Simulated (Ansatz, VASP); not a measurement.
# Cross-check of PbAu2 between VASP and Ansatz, part 2 of 2

Wanted: the spread between two codes on one cell, functional and k mesh.

VASP 6.6.1 and Ansatz 0.2.0.

So far. Step 4 (Comparison): The walks stopped with 0.00 GPa left in Ansatz and -0.01 GPa in VASP; each walk ends within a tolerance, so the volume difference is uncertain by about these residues over the bulk modulus, most in soft cells.

The database entry behind the starting cell is an old determination (1934), so it need not match the best structure at ambient conditions.

## 5. Ansatz: relaxation of cell and atoms, PBEsol

Level of this step: Ansatz beside VASP: Kohn-Sham DFT, plane waves, PBEsol (Ansatz).

The relaxed volume is the usual yardstick between codes: its relative difference is about their pressure difference at one cell divided by the bulk modulus.

The input, input.yaml:

```yaml
crystal:
  lattice:
    - [0.0, 3.9635, 3.9635]
    - [3.9635, 0.0, 3.9635]
    - [3.9635, 3.9635, 0.0]
  atoms:
    - { symbol: Pb, position: [0.0, 0.0, 0.0] }
    - { symbol: Pb, position: [0.25, 0.25, 0.25] }
    - { symbol: Au, position: [0.625, 0.625, 0.625] }
    - { symbol: Au, position: [0.125, 0.625, 0.625] }
    - { symbol: Au, position: [0.625, 0.625, 0.125] }
    - { symbol: Au, position: [0.625, 0.125, 0.625] }
hamiltonian:
  xc: pbesol
  pseudopotentials: { kind: paw }
kpoints:
  mp_grid: { grid: [4, 4, 4] }
scf:
  occupations: { method: fermi_dirac, width: 0.05 }
relax:
  f_tol: 0.01
  max_steps: 60
  cell: { stress_tol: 0.05 }
output:
  forces: true
  stress: true
  write_density: true
  write_potential: true
  elf: true
  volumetric_format: npy
```

The run is started by

```
ansatz run input.yaml --threads 4 --pin off --max-ram 9216MiB --backend cpu --events-out ev --progress --plain --runs-dir out
```

Numbers of over 12 decimals in the logs are rounded to 6 here.

Output:

```text
[...]
Crystal: 6 atoms, lattice volume = 124.528 Å³
Basis set: ecut = 420 eV, 2421 PW (Γ), exchange–correlation on 80×80×80 points (8 copies of the dense FFT grid, shifted against one another)
Bands: 63, of which v1, the nominal top of the filled ones, is band 52 counted from 1 (51 counted from 0)
Symmetry: 48 space group operations
[...]
k-points: 8 of 64
[...]
cell:  # Å, volume = 125.8778 Å³
    - [0, 3.977770, 3.977770]
    - [3.977770, 0, 3.977770]
    - [3.977770, 3.977770, 0]
  atoms:
    - { symbol: Pb, position: [0, 0, 0] }
    - { symbol: Pb, position: [0.250000, 0.250000, 0.250000] }
    - { symbol: Au, position: [0.625000, 0.625000, 0.625000] }
    - { symbol: Au, position: [0.125, 0.625000, 0.625000] }
    - { symbol: Au, position: [0.625000, 0.625000, 0.125] }
    - { symbol: Au, position: [0.625000, 0.125, 0.625000] }
[key lines of the parts left out:]
SCF converged after 5 iterations
Free energy (F): -75538.545315 eV
Fermi energy:    16.112559 eV
P = ⅓ Tr σ = -0.0384 GPa (-0.384 kbar)
```

The job ended after 4.6 s (4 threads of Arm Neoverse V2, shared host; peak memory 0.51 GiB).

## 6. VASP: relaxation of cell and atoms, PBEsol

The same cell, functional, mesh and smearing now go to VASP, with its own data sets and cutoff.

The input, INCAR:

```
SYSTEM = PbAu2
PREC = Accurate
ENCUT = 520
EDIFF = 1E-06
NELM = 100
ISMEAR = -1
SIGMA = 0.05
LREAL = .FALSE.
ALGO = Normal
GGA = PS
NBANDS = 44
LASPH = .TRUE.
LORBIT = 11
LWAVE = .FALSE.
LCHARG = .FALSE.
KPAR = 4
IBRION = 2
NSW = 60
ISIF = 3
EDIFFG = -0.01
```

The input, POSCAR:

```
PbAu2
1.0
    0.0000000000      3.9635000000      3.9635000000
    3.9635000000      0.0000000000      3.9635000000
    3.9635000000      3.9635000000      0.0000000000
Pb Au
2 4
Direct
    0.0000000000      0.0000000000      0.0000000000
    0.2500000000      0.2500000000      0.2500000000
    0.6250000000      0.6250000000      0.6250000000
    0.1250000000      0.6250000000      0.6250000000
    0.6250000000      0.6250000000      0.1250000000
    0.6250000000      0.1250000000      0.6250000000
```

The input, KPOINTS:

```
Automatic mesh
0
Gamma
4 4 4
0 0 0
```

The projector-augmented-wave data sets are Pb_d and Au (PBE family, release 64).

The run is started by

```
mpirun -np 4 vasp_std
```

Output:

```text
[banner, memory and clock lines left out]
running    4 mpi-ranks, on    1 nodes
[...]
[... a notice as in an earlier step ...]

 LDA part: xc-table for (Slater+PW92), standard interpolation
 POSCAR, INCAR and KPOINTS ok, starting setup
[...]
entering main loop
       N       E                     dE             d eps       ncg     rms          rms(c)
DAV:   1     0.778357733824E+03    0.77836E+03   -0.34173E+04   704   0.185E+03
DAV:   2     0.588054471866E+02   -0.71955E+03   -0.69350E+03   744   0.492E+02
DAV:   3    -0.216441808837E+02   -0.80450E+02   -0.76614E+02   764   0.177E+02
DAV:   4    -0.254869355595E+02   -0.38428E+01   -0.37941E+01   872   0.365E+01
[...]
DAV:  10    -0.239555979825E+02    0.13758E-03   -0.11481E-03   940   0.252E-01    0.253E-02
DAV:  11    -0.239556036515E+02   -0.56690E-05   -0.35743E-05   884   0.433E-02    0.498E-03
DAV:  12    -0.239556036724E+02   -0.20919E-07   -0.18097E-06   508   0.856E-03
   1 F= -.23955604E+02 E0= -.23950574E+02  d E =-.239556E+02
[...]
DAV:   7    -0.239552428626E+02   -0.14433E-05   -0.23140E-05   896   0.302E-02    0.448E-03
DAV:   8    -0.239552431729E+02   -0.31027E-06   -0.84289E-07   408   0.915E-03
   2 F= -.23955243E+02 E0= -.23949440E+02  d E =0.360500E-03
 trial-energy change:    0.000360  1 .order    0.000213   -0.013615    0.014041
 step:   0.4843(harm=  0.4923)  dis= 0.00000  next Energy=   -23.958884 (dE=-0.328E-02)
[...]
N       E                     dE             d eps       ncg     rms          rms(c)
DAV:   1    -0.240359523914E+02   -0.80710E-01   -0.17713E+00   764   0.120E+01    0.163E+00
DAV:   2    -0.239637970773E+02    0.72155E-01   -0.20708E-01   768   0.364E+00    0.625E-01
DAV:   3    -0.239592858480E+02    0.45112E-02   -0.15658E-02   856   0.105E+00    0.375E-01
DAV:   4    -0.239588792733E+02    0.40657E-03   -0.36654E-03   984   0.515E-01    0.790E-02
DAV:   5    -0.239589122825E+02   -0.33009E-04   -0.53475E-04   940   0.190E-01    0.608E-02
DAV:   6    -0.239588899439E+02    0.22339E-04   -0.13054E-04   856   0.710E-02    0.391E-03
DAV:   7    -0.239588900334E+02   -0.89583E-07   -0.56935E-06   696   0.143E-02
   3 F= -.23958890E+02 E0= -.23953523E+02  d E =-.328636E-02
[...]
reached required accuracy - stopping structural energy minimisation
```

Parts of OUTCAR (step 6):

```text
  Total       -0.0001053     -0.0001053     -0.0001053      0.0000000      0.0000000     -0.0000000
  in kB       -0.0013431     -0.0013431     -0.0013431      0.0000000      0.0000000     -0.0000000
  external PRESSURE =      -0.0013431 kB  Pullay stress =       0.0000000 kB

 POSITION                                       TOTAL-FORCE (eV/Angst)
 -----------------------------------------------------------------------------------
      0.00000      0.00000      0.00000         0.000000      0.000000      0.000000
      1.98755      1.98755      1.98755        -0.000000     -0.000000     -0.000000
      4.96887      4.96887      4.96887         0.000000      0.000000     -0.000000
      4.96887      2.98132      2.98132         0.000000      0.000000     -0.000000
      2.98132      2.98132      4.96887         0.000000      0.000000     -0.000000
      2.98132      4.96887      2.98132         0.000000      0.000000     -0.000000
 -----------------------------------------------------------------------------------
    total drift:                                0.000000      0.000000      0.000000

  FREE ENERGIE OF THE ION-ELECTRON SYSTEM (eV)
  ---------------------------------------------------
  free  energy   TOTEN  =       -23.9588900334 eV

  energy  without entropy=      -23.9481554037  energy(sigma->0) =      -23.95352272

[... 2 parts as in an earlier step ...]

[... 2 further parts left out ...]
[key lines of the parts left out:]
E-fermi :   8.3140
```

## 7. Side by side

Compared:

```tsv
quantity	Ansatz	VASP	difference
volume (Å³)	125.88	125.62	+0.20 %
edge a after relaxation, in the typed setting (Å)	5.625	5.622	+0.07 %
```

The walks stopped with -0.04 GPa left in Ansatz and 0.00 GPa in VASP; each walk ends within a tolerance, so the volume difference is uncertain by about these residues over the bulk modulus, most in soft cells.

## 8. Summary of results

| Property | Result |
| --- | --- |
| difference in volume (relaxation of cell and atoms, LDA) | -0.43 % |
| difference in volume (relaxation of cell and atoms, PBEsol) | 0.20 % |

What this shows: The difference in volume is -0.43 % (relaxation of cell and atoms, LDA), within the 1.2 % picked in this series as the mark of a large difference, as far as the stopping tolerances let one tell. How closely two codes agree says nothing of how well the functional describes the real material.

[Lines on the potential files, build, host, timing and source positions are cut from VASP's logs without a mark.]

[Logs are printed without paths, hosts, clocks, repeated set-up lines and the standing remarks that a program may print on its own settings, such as how far it seeks lower states.]

[Hosts, paths, dates, database ids (printed as entryN), source tags and the programs' standing remarks are cut or masked in the printed files.]
